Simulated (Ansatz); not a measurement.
# Rh(111) with 4 layers of random Rh-Ru, 2x2: scattering by chemical disorder

Aim: the residual resistivity of a random alloy, from Rh(111) with 4 layers of random Rh-Ru, 2x2 and longer regions.

Program: Ansatz 0.2.0. Level of theory: Ansatz plane-wave DFT, PBE, PAW files; ballistic transport by layer matching (Landauer), zero bias; PAW set soft_1. Results are calculated unless marked as measured.

### Step 1. Set-up

The cell holds 40 atoms: 32 Rh and 8 Ru. Its edges and angles: a = 5.378 Å, b = 5.378 Å, c = 22.012 Å, α = 93.5°, β = 86.5°, γ = 120.0°. It derives from Rh. Regions: lead, 24 atoms (24 Rh); scattering region, 16 atoms (8 Ru and 8 Rh). The structure is stacked along c, and the current runs across the ab planes.

### Step 2. With 4 alloy layers

In 4 layers a share of 0.5 of the sites is given to Ru at random. The layers about the cell's end stay perfect and serve as the lead. Disorder leaves little or no symmetry, which makes such runs dear. Energies from -0.05 to 0.05 eV in steps of 0.05 eV are too few for the program's thermal sum, so it prints no conductance; for a metal the transmission near the Fermi level serves, at a fraction of the cost.

Input file input.yaml:

```yaml
crystal:
  lattice:
    - [5.3783955991, 0.0, 0.0]
    - [-2.6891977995, 4.6578272204, 0.0]
    - [1.3445988998, -0.7763045367, 21.9572080876]
  atoms:
    - { symbol: Rh, position: [0.9916666667, 0.0083333333, 0.05] }
    - { symbol: Rh, position: [0.9916666667, 0.5083333333, 0.05] }
    - { symbol: Rh, position: [0.4916666667, 0.0083333333, 0.05] }
    - { symbol: Rh, position: [0.4916666667, 0.5083333333, 0.05] }
    - { symbol: Rh, position: [0.1416666667, 0.3583333333, 0.15] }
    - { symbol: Rh, position: [0.1416666667, 0.8583333333, 0.15] }
    - { symbol: Rh, position: [0.6416666667, 0.3583333333, 0.15] }
    - { symbol: Rh, position: [0.6416666667, 0.8583333333, 0.15] }
    - { symbol: Rh, position: [0.2916666667, 0.2083333333, 0.25] }
    - { symbol: Rh, position: [0.2916666667, 0.7083333333, 0.25] }
    - { symbol: Rh, position: [0.7916666667, 0.2083333333, 0.25] }
    - { symbol: Rh, position: [0.7916666667, 0.7083333333, 0.25] }
    - { symbol: Ru, position: [0.9416666667, 0.0583333333, 0.35] }
    - { symbol: Rh, position: [0.9416666667, 0.5583333333, 0.35] }
    - { symbol: Rh, position: [0.4416666667, 0.0583333333, 0.35] }
    - { symbol: Rh, position: [0.4416666667, 0.5583333333, 0.35] }
    - { symbol: Ru, position: [0.0916666667, 0.4083333333, 0.45] }
    - { symbol: Rh, position: [0.0916666667, 0.9083333333, 0.45] }
    - { symbol: Ru, position: [0.5916666667, 0.4083333333, 0.45] }
    - { symbol: Ru, position: [0.5916666667, 0.9083333333, 0.45] }
    - { symbol: Ru, position: [0.2416666667, 0.2583333333, 0.55] }
    - { symbol: Rh, position: [0.2416666667, 0.7583333333, 0.55] }
    - { symbol: Rh, position: [0.7416666667, 0.2583333333, 0.55] }
    - { symbol: Rh, position: [0.7416666667, 0.7583333333, 0.55] }
    - { symbol: Ru, position: [0.8916666667, 0.1083333333, 0.65] }
    - { symbol: Ru, position: [0.8916666667, 0.6083333333, 0.65] }
    - { symbol: Rh, position: [0.3916666667, 0.1083333333, 0.65] }
    - { symbol: Ru, position: [0.3916666667, 0.6083333333, 0.65] }
    - { symbol: Rh, position: [0.0416666667, 0.4583333333, 0.75] }
    - { symbol: Rh, position: [0.0416666667, 0.9583333333, 0.75] }
    - { symbol: Rh, position: [0.5416666667, 0.4583333333, 0.75] }
    - { symbol: Rh, position: [0.5416666667, 0.9583333333, 0.75] }
    - { symbol: Rh, position: [0.1916666667, 0.3083333333, 0.85] }
    - { symbol: Rh, position: [0.1916666667, 0.8083333333, 0.85] }
    - { symbol: Rh, position: [0.6916666667, 0.3083333333, 0.85] }
    - { symbol: Rh, position: [0.6916666667, 0.8083333333, 0.85] }
    - { symbol: Rh, position: [0.8416666667, 0.1583333333, 0.95] }
    - { symbol: Rh, position: [0.8416666667, 0.6583333333, 0.95] }
    - { symbol: Rh, position: [0.3416666667, 0.1583333333, 0.95] }
    - { symbol: Rh, position: [0.3416666667, 0.6583333333, 0.95] }
kpoints:
  mp_grid: { grid: [5, 5, 1] }
hamiltonian:
  xc: pbe
  pseudopotentials: { kind: paw, azcp: { folder: soft_1 } }
scf:
  occupations: { method: fermi_dirac, width: 0.1 }
output:
  transmission:
    leads: [[0, 4]]
    kmesh: [10, 10]
    e_range: [-0.05, 0.05]
    de: 0.05
  write_potential: true
  write_density: true
  volumetric_format: npy
```

Launch:

```
ansatz run input.yaml --threads 4 --pin off --max-ram 15360MiB --backend cpu --events-out ev --progress --plain --runs-dir out
```

Numbers of over 12 decimals in the logs are rounded to 6 here.

The log of the run:

```text
Engine: ansatz 0.2.0, x86_64-unknown-linux-gnu
Pseudopotentials: kind: paw
Pseudopotential: Rh, paw, valence charge 17, recommended cutoff 420 eV (normal), soft_1/Rh.paw.azcp
Pseudopotential: Ru, paw, valence charge 16, recommended cutoff 420 eV (normal), soft_1/Ru.paw.azcp
Functional definition: PBE
  parameter kappa = 0.804
  parameter beta = 0.066725
  exchange = pbe_x(kappa = kappa, mu = beta*pi^2/3)
  correlation = pbe_c(beta = beta)
Crystal: 40 atoms, lattice volume = 550.064 Å³
Basis set: ecut = 420 eV, 10671 PW (Γ)
Bands: 404, of which v1, the nominal top of the filled ones, is band 336 counted from 1 (335 counted from 0)
Symmetry: 1 space group operations
Space group: P1 (ITA 1), of the structure as read, at distance tolerance 8.2e-5 Å
k-points: 13 of 25 (time reversal used)
Non-local potential: Rh, projectors of the file, l = 0: 3, l = 1: 2, l = 2: 2, l = 3: 1
Non-local potential: Ru, projectors of the file, l = 0: 3, l = 1: 2, l = 2: 2, l = 3: 1
PAW form: soft (Blöchl's): semilocal exchange-correlation on the pseudo side does not see the compensation charge
PAW one-centre angular grid: Rh, 590 points (default); XC on 64 Gauss nodes
PAW one-centre angular grid: Ru, 590 points (default); XC on 64 Gauss nodes
Initial density: superposition of atomic densities (chi_scale 0.1, normalization cell, long waves 96 % of neutral atoms (reshape's long-wave potential 1.96 eV rms, cloud 2.88 Å wide))
Initial wavefunctions: pseudopotential atomic-orbital guess
Functional: x = pbe(κ = 0.804, μ = 0.219515), c = pbe(β = 0.066725)
SCF iter   1: F=—  HF=-251946.254295 eV  |F-HF|=—  |Δ(HF+E_count)|=         —  Δρ=1.22e-1  dr2=3.00e2  ethr=3.10e-3  ⟨swp⟩=5.0  Hψ=15282  notcnv=0  defer=48
preconditioner: auto → Kerker (q_TF=auto, 2.821 Å⁻¹)  [metal: Δε(μ)=0.001 eV  Ē_g=6.099 eV  σ=0.100 eV  W_gap=0.00  n_scr=226 (ndim 8)  ℏωp=29.7 eV  f_vac=0.000  D(μ)=37.26/eV (n_scr^D=366)]
SCF iter   2: F=—  HF=-251928.408727 eV  |F-HF|=—  |Δ(HF+E_count)|=    1.78e1  Δρ=5.65e-2  dr2=9.56e1  ethr=3.10e-3  ⟨swp⟩=2.0  Hψ=8876  notcnv=0  defer=246
SCF iter   3: F=—  HF=-251924.079826 eV  |F-HF|=—  |Δ(HF+E_count)|=    4.33e0  Δρ=1.03e-2  dr2=2.43e0  ethr=3.10e-3  ⟨swp⟩=2.3  Hψ=7861  notcnv=0  defer=246
SCF iter   4: F=—  HF=-251924.032261 eV  |F-HF|=—  |Δ(HF+E_count)|=   4.76e-2  Δρ=2.46e-3  dr2=1.30e0  ethr=3.62e-4  ⟨swp⟩=1.0  Hψ=6045  notcnv=0  defer=246
SCF iter   5: F=—  HF=-251924.024814 eV  |F-HF|=—  |Δ(HF+E_count)|=   7.45e-3  Δρ=1.27e-3  dr2=3.06e-1  ethr=1.93e-4  ⟨swp⟩=1.0  Hψ=4976  notcnv=0  defer=246
SCF iter   6: F=—  HF=-251924.022946 eV  |F-HF|=—  |Δ(HF+E_count)|=   1.87e-3  Δρ=2.86e-4  dr2=1.27e-2  ethr=4.55e-5  ⟨swp⟩=1.0  Hψ=4976  notcnv=0  defer=246
SCF iter   7: F=—  HF=-251924.022886 eV  |F-HF|=—  |Δ(HF+E_count)|=   6.01e-5  Δρ=6.38e-5  dr2=2.24e-4  ethr=1.89e-6  ⟨swp⟩=1.0  Hψ=4976  notcnv=0  defer=246
SCF iter   8: F=—  HF=-251924.022879 eV  |F-HF|=—  |Δ(HF+E_count)|=   6.50e-6  Δρ=2.33e-5  dr2=5.25e-5  ethr=3.33e-8  ⟨swp⟩=1.0  Hψ=4976  notcnv=0  defer=246
SCF iter   9: F=—  HF=-251924.023795 eV  |F-HF|=—  |Δ(HF+E_count)|=   9.16e-4  Δρ=7.16e-6  dr2=7.62e-7  ethr=7.81e-9  ⟨swp⟩=1.0  Hψ=5062  notcnv=0  defer=246
SCF iter  10: F=-251924.023795 eV  HF=-251924.023795 eV  |F-HF|=3.27e-8  |Δ(HF+E_count)|=   2.74e-8  Δρ=1.55e-6  dr2=3.64e-8  ethr=1.49e-11  ⟨swp⟩=7.9  Hψ=12798  notcnv=0
SCF 1 converged in 10 iterations: F = -251924.023795 eV  dr2 = 3.64e-8
  greatest PAW one-centre occupation: 1.000 electrons in one spin orbital (limit 2), on the Rh atom at site 17 (counted from 0), in its partial waves of l = 0
transmission: 205 of 2028 steps passed
transmission: 406 of 2028 steps passed
[...]
transmission: 2028 of 2028 steps passed
SCF converged after 10 iterations
Free energy (F): -251924.023795 eV
Harris-Foulkes:  -251924.023795 eV  (|F-HF|=3.27e-8)
Internal energy: -251922.450209 eV  (E = F + TS)
E sigma→0 (E₀):  -251923.237002 eV
Entropy (-TS):   -1.573586 eV (-39.340 meV/atom)
Fermi energy:    22.511776 eV
--- Per-component energies (eV) ---
  E_band       = -3207.288376
  E_kinetic    = 20882.507727
  E_local      = -57715.221358  (includes V_loc(G=0)·N_el)
  E_nonlocal   = 12838.785677
  E_hartree    = 21077.745276
  E_xc         = -7823.741040
  E_vxc        = -9831.920632  (∫ρ·V_xc dr)
  E_paw        = -143318.547489  (= ΣΔE_a)
  E_vpaw       = -11536.938941  (= ΣTr[D̂ρ^β])
  E_aug_tail   = 0.008290  (compensation charges beyond the density's cutoff)
  E_ewald      = -97863.987292
  E_smearing   = -1.573586  (= −TS)
  E_closure    = -0.000000  (closes the sum)
  Σ components = -251924.023795   (vs F -251924.023795, Δ=0.00e0)
--- Band table (eV; the first three rows and the last of 13) ---
  k-point 0: bands = [... 332 lower, 23.1059, 23.1242, 23.1322, 23.1402, 23.1568, 23.1616, 23.1661, 23.1790, ... 64 higher]
  k-point 1: bands = [... 332 lower, 22.7196, 22.7506, 22.7890, 22.8147, 22.8333, 22.8739, 22.8959, 22.9321, ... 64 higher]
  k-point 2: bands = [... 332 lower, 22.0493, 22.0707, 22.0983, 22.1511, 22.1854, 22.2061, 22.2283, 22.2614, ... 64 higher]
  k-point 12: bands = [... 332 lower, 22.3651, 22.4034, 22.4844, 22.5781, 22.5849, 22.5931, 22.6019, 22.6234, ... 64 higher]
--- Transmission ---
  basis      : 211 plane waves across, 39 finite elements along
  points     : 52, standing for a mesh of 10 x 10
  energies   : 3 from -0.050000 to 0.050000 eV about the Fermi level, 0.050000 eV apart; the leads are filled to 0.000000 eV, and channels, transmission and decay are at 0.000000 eV
  crystal 0  : Rh4, at the sites [0, 4], period 2.1957 Å, over 13.17 Å; its Hamiltonian steps by up to 21.8 meV
    offset         : up to 0.0000 Å between an atom of the period and one for which it stands
    channels       : 7.200000e0 a spin
    conductance    : none, the energies end too early or step too widely for 300 K: set another output.transmission.e_range or a lower de, or, where they end at an eighth of basis.ecutwfc, a higher one
  junction   : crystal 0 to crystal 0, 0.70 to 20.46 Å
    transmission   : 4.596316e0 a spin
    conductance    : none, the energies end too early or step too widely for 300 K: set another output.transmission.e_range or a lower de, or, where they end at an eighth of basis.ecutwfc, a higher one
```

Elapsed: 3.3 min, on 4 threads of Intel Xeon Platinum 8559C (Emerald Rapids), shared host; peak memory 5 GiB.

This step gave:

| Item | Value |
| --- | --- |
| free energy | -251924.0238 eV |
| energy at zero smearing | -251923.2370 eV |
| Fermi energy | 22.51 eV |
| cell area | 25.05 Å² |
| transmission per spin nearest the Fermi level | 4.596 |
| open channels per spin nearest the Fermi level | 7.2 |
| step of the lead's potential | 21.8 meV |

Per spin. Table of transmission, zone mean by energy, zero at the Fermi level:

```tsv
energy (eV)	transmission, zone mean
-0.0500	4.62
0.0000	4.60
0.0500	4.60
```

Per spin. Open channels, zone mean, lead against energy, zero at the Fermi level:

```tsv
energy (eV)	open channels, zone mean, lead
-0.0500	6.72
0.0000	7.2
0.0500	7.08
```

Transmission over k1 and k2. At 0.0000 eV from the Fermi level.

Ten even steps from '_' (3.2) to '@' (10.1):
```
::::__::__::..__--__
::____________::----
....__::--::......__
::____--****--____::
::::__::**@@**::__::
::::____--****--____
..__......::--::__..
::----::____________
::__--__..::__::__::
..::::::......::::::
```
Columns: k1 (b1) from -0.5 to 0.4; rows upwards: k2 (b2) from -0.5 to 0.4.

Open channels over k1 and k2. At 0.0000 eV from the Fermi level.

Ten even steps from '0' (6.0) to '9' (12.0):
```
0006000060
1013310166
1630103610
0031551300
0010595010
0003155130
1016301036
1661013310
0060000600
0011000110
```
Columns: k1 (b1) from -0.5 to 0.4; rows upwards: k2 (b2) from -0.5 to 0.4.

Over the solved energies the transmission per spin lies between 4.60 and 4.62, out of 7 channels of the lead on average (up to 7.2).

### Step 3. With 8 alloy layers

In 8 layers a share of 0.5 of the sites is given to Ru at random. A fresh draw is used; the growth of the resistance with length is what counts.

System of this step: Rh(111) with 8 layers of random Rh-Ru, 2x2. The cell holds 56 atoms: 40 Rh and 16 Ru. Its edges and angles: a = 5.378 Å, b = 5.378 Å, c = 30.779 Å, α = 87.5°, β = 92.5°, γ = 120.0°. It derives from Rh. Regions: lead, 24 atoms (24 Rh); scattering region, 32 atoms (16 Rh and 16 Ru). The structure is stacked along c, and the current runs across the ab planes.

Input file input.yaml:

```yaml
crystal:
  lattice:
    - [5.3783955991, 0.0, 0.0]
    - [-2.6891977995, 4.6578272204, 0.0]
    - [-1.3445988998, 0.7763045367, 30.7400913226]
  atoms:
    - { symbol: Rh, position: [0.005952381, 0.994047619, 0.0357142857] }
    - { symbol: Rh, position: [0.005952381, 0.494047619, 0.0357142857] }
    - { symbol: Rh, position: [0.505952381, 0.994047619, 0.0357142857] }
    - { symbol: Rh, position: [0.505952381, 0.494047619, 0.0357142857] }
    - { symbol: Rh, position: [0.1845238095, 0.3154761905, 0.1071428571] }
    - { symbol: Rh, position: [0.1845238095, 0.8154761905, 0.1071428571] }
    - { symbol: Rh, position: [0.6845238095, 0.3154761905, 0.1071428571] }
    - { symbol: Rh, position: [0.6845238095, 0.8154761905, 0.1071428571] }
    - { symbol: Rh, position: [0.3630952381, 0.1369047619, 0.1785714286] }
    - { symbol: Rh, position: [0.3630952381, 0.6369047619, 0.1785714286] }
    - { symbol: Rh, position: [0.8630952381, 0.1369047619, 0.1785714286] }
    - { symbol: Rh, position: [0.8630952381, 0.6369047619, 0.1785714286] }
    - { symbol: Rh, position: [0.0416666667, 0.9583333333, 0.25] }
    - { symbol: Rh, position: [0.0416666667, 0.4583333333, 0.25] }
    - { symbol: Rh, position: [0.5416666667, 0.9583333333, 0.25] }
    - { symbol: Ru, position: [0.5416666667, 0.4583333333, 0.25] }
    - { symbol: Ru, position: [0.2202380952, 0.2797619048, 0.3214285714] }
    - { symbol: Rh, position: [0.2202380952, 0.7797619048, 0.3214285714] }
    - { symbol: Ru, position: [0.7202380952, 0.2797619048, 0.3214285714] }
    - { symbol: Rh, position: [0.7202380952, 0.7797619048, 0.3214285714] }
    - { symbol: Ru, position: [0.3988095238, 0.1011904762, 0.3928571429] }
    - { symbol: Ru, position: [0.3988095238, 0.6011904762, 0.3928571429] }
    - { symbol: Rh, position: [0.8988095238, 0.1011904762, 0.3928571429] }
    - { symbol: Ru, position: [0.8988095238, 0.6011904762, 0.3928571429] }
    - { symbol: Rh, position: [0.0773809524, 0.9226190476, 0.4642857143] }
    - { symbol: Rh, position: [0.0773809524, 0.4226190476, 0.4642857143] }
    - { symbol: Rh, position: [0.5773809524, 0.9226190476, 0.4642857143] }
    - { symbol: Ru, position: [0.5773809524, 0.4226190476, 0.4642857143] }
    - { symbol: Ru, position: [0.255952381, 0.244047619, 0.5357142857] }
    - { symbol: Ru, position: [0.255952381, 0.744047619, 0.5357142857] }
    - { symbol: Ru, position: [0.755952381, 0.244047619, 0.5357142857] }
    - { symbol: Ru, position: [0.755952381, 0.744047619, 0.5357142857] }
    - { symbol: Rh, position: [0.4345238095, 0.0654761905, 0.6071428571] }
    - { symbol: Rh, position: [0.4345238095, 0.5654761905, 0.6071428571] }
    - { symbol: Ru, position: [0.9345238095, 0.0654761905, 0.6071428571] }
    - { symbol: Ru, position: [0.9345238095, 0.5654761905, 0.6071428571] }
    - { symbol: Ru, position: [0.1130952381, 0.8869047619, 0.6785714286] }
    - { symbol: Rh, position: [0.1130952381, 0.3869047619, 0.6785714286] }
    - { symbol: Rh, position: [0.6130952381, 0.8869047619, 0.6785714286] }
    - { symbol: Rh, position: [0.6130952381, 0.3869047619, 0.6785714286] }
    - { symbol: Rh, position: [0.2916666667, 0.2083333333, 0.75] }
    - { symbol: Rh, position: [0.2916666667, 0.7083333333, 0.75] }
    - { symbol: Ru, position: [0.7916666667, 0.2083333333, 0.75] }
    - { symbol: Ru, position: [0.7916666667, 0.7083333333, 0.75] }
    - { symbol: Rh, position: [0.4702380952, 0.0297619048, 0.8214285714] }
    - { symbol: Rh, position: [0.4702380952, 0.5297619048, 0.8214285714] }
    - { symbol: Rh, position: [0.9702380952, 0.0297619048, 0.8214285714] }
    - { symbol: Rh, position: [0.9702380952, 0.5297619048, 0.8214285714] }
    - { symbol: Rh, position: [0.1488095238, 0.8511904762, 0.8928571429] }
    - { symbol: Rh, position: [0.1488095238, 0.3511904762, 0.8928571429] }
    - { symbol: Rh, position: [0.6488095238, 0.8511904762, 0.8928571429] }
    - { symbol: Rh, position: [0.6488095238, 0.3511904762, 0.8928571429] }
    - { symbol: Rh, position: [0.3273809524, 0.1726190476, 0.9642857143] }
    - { symbol: Rh, position: [0.3273809524, 0.6726190476, 0.9642857143] }
    - { symbol: Rh, position: [0.8273809524, 0.1726190476, 0.9642857143] }
    - { symbol: Rh, position: [0.8273809524, 0.6726190476, 0.9642857143] }
kpoints:
  mp_grid: { grid: [5, 5, 1] }
hamiltonian:
  xc: pbe
  pseudopotentials: { kind: paw, azcp: { folder: soft_1 } }
scf:
  occupations: { method: fermi_dirac, width: 0.1 }
output:
  transmission:
    leads: [[0, 4]]
    kmesh: [10, 10]
    e_range: [-0.05, 0.05]
    de: 0.05
  write_potential: true
  write_density: true
  volumetric_format: npy
```

The log of the run:

```text
[...]
Crystal: 56 atoms, lattice volume = 770.090 Å³
Basis set: ecut = 420 eV, 14937 PW (Γ)
Bands: 562, of which v1, the nominal top of the filled ones, is band 468 counted from 1 (467 counted from 0)
Symmetry: 1 space group operations
[...]
k-points: 13 of 25 (time reversal used)
[...]
SCF iter   1: F=—  HF=-350208.155819 eV  |F-HF|=—  |Δ(HF+E_count)|=         —  Δρ=1.22e-1  dr2=4.23e2  ethr=3.10e-3  ⟨swp⟩=4.9  Hψ=21236  notcnv=0  defer=37
[...]
SCF iter  11: F=-350176.844022 eV  HF=-350176.844022 eV  |F-HF|=2.12e-8  |Δ(HF+E_count)|=   5.70e-9  Δρ=3.74e-7  dr2=2.16e-8  ethr=1.07e-11  ⟨swp⟩=7.9  Hψ=17550  notcnv=0
SCF 1 converged in 11 iterations: F = -350176.844022 eV  dr2 = 2.16e-8
[...]
transmission: 300 of 2964 steps passed
transmission: 594 of 2964 steps passed
[...]
transmission: 2964 of 2964 steps passed
SCF converged after 11 iterations
Free energy (F): -350176.844022 eV
[...]
Internal energy: -350174.655153 eV  (E = F + TS)
E sigma→0 (E₀):  -350175.749587 eV
Entropy (-TS):   -2.188868 eV (-39.087 meV/atom)
Fermi energy:    22.555759 eV
[...]
--- Band table (eV; the first three rows and the last of 13) ---
  k-point 0: bands = [... 464 lower, 23.1644, 23.1669, 23.1770, 23.1863, 23.1978, 23.2036, 23.2272, 23.2400, ... 90 higher]
  k-point 1: bands = [... 464 lower, 22.8285, 22.8504, 22.8765, 22.9002, 22.9117, 22.9311, 22.9658, 22.9766, ... 90 higher]
  k-point 2: bands = [... 464 lower, 22.1374, 22.1650, 22.1856, 22.2188, 22.2362, 22.2828, 22.2899, 22.3293, ... 90 higher]
  k-point 12: bands = [... 464 lower, 22.4514, 22.4650, 22.4921, 22.5654, 22.5957, 22.6131, 22.6148, 22.6346, ... 90 higher]
--- Transmission ---
  basis      : 211 plane waves across, 57 finite elements along
  points     : 52, standing for a mesh of 10 x 10
[...]
channels       : 7.200000e0 a spin
[...]
junction   : crystal 0 to crystal 0, 0.70 to 29.24 Å
    transmission   : 3.883404e0 a spin
[...]
```

Wall time 5.3 min (4 threads); peak memory 8.6 GiB.

Numbers from this step:

```
free energy                                   : -350176.8440 eV
energy at zero smearing                       : -350175.7496 eV
Fermi energy                                  : 22.56 eV
transmission per spin nearest the Fermi level : 3.883
step of the lead's potential                  : 19.9 meV
```

Per spin. Transmission, zone mean against energy, zero at the Fermi level:

```tsv
energy (eV)	transmission, zone mean
-0.0500	3.84
0.0000	3.88
0.0500	3.85
```

Over the solved energies the transmission per spin lies between 3.84 and 3.88, out of 7 channels of the lead on average (up to 7.2).

(Continued in part 2 of 2.)

[Logs are printed without paths, hosts, clocks, repeated set-up lines and the standing remarks that a program may print on its own settings, such as how far it seeks lower states.]

[Hosts, paths, dates, database ids (printed as entryN), source tags and the programs' standing remarks are cut or masked in the printed files.]
